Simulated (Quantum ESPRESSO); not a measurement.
# HfC under changes of volume

One of the cells (12.568 Å³/atom); the others are scaled copies at fixed shape and fractional positions:

```
Hf C
1.0
     0.00000    2.32500    2.32500
     2.32500    0.00000    2.32500
     2.32500    2.32500    0.00000
Hf C
1 1
Direct
  0.50000 0.50000 0.50000
  0.00000 0.00000 0.00000
```

| Item | Value |
| --- | --- |
| Program | Quantum ESPRESSO 7.5 |
| Functional | r2SCAN |
| Potentials or basis | SG15 PBE 1.2 |
| Cutoff | 1197 eV |
| Density cutoff | 4789 eV |
| k mesh | 8 × 8 × 8 |
| Occupations | fermi-dirac, width 0.05 eV |
| Spin | no spin polarisation |

```tsv
volume (Å³/atom)	energy over the lowest point (meV/atom)	pressure (GPa)
11.814	3.15	4.8
12.065	0.00	-0.7
12.317	?	?
12.568	17.42	-10.2
12.819	36.46	-14.2
13.071	61.53	-17.8
13.322	92.06	-21.1
```

What does the run at 12.317 Å³/atom give?

Energy over the lowest point 5.02 meV/atom; pressure -5.7 GPa.

Worked out: A Birch-Murnaghan fit of order 3 (a polynomial in V^(-2/3)) to the other rows has its minimum at 12.03 Å³/atom with B0 = V·E''(V) = 252 GPa and B' = 3.9. It gives 5.04 meV/atom at 12.317 Å³/atom, against the run's 5.02, and -dE/dV = -5.6 GPa, against -5.7.

Energies are extrapolated to zero smearing.

Caveats: the potentials were made for another functional, which shifts forces and pressure.
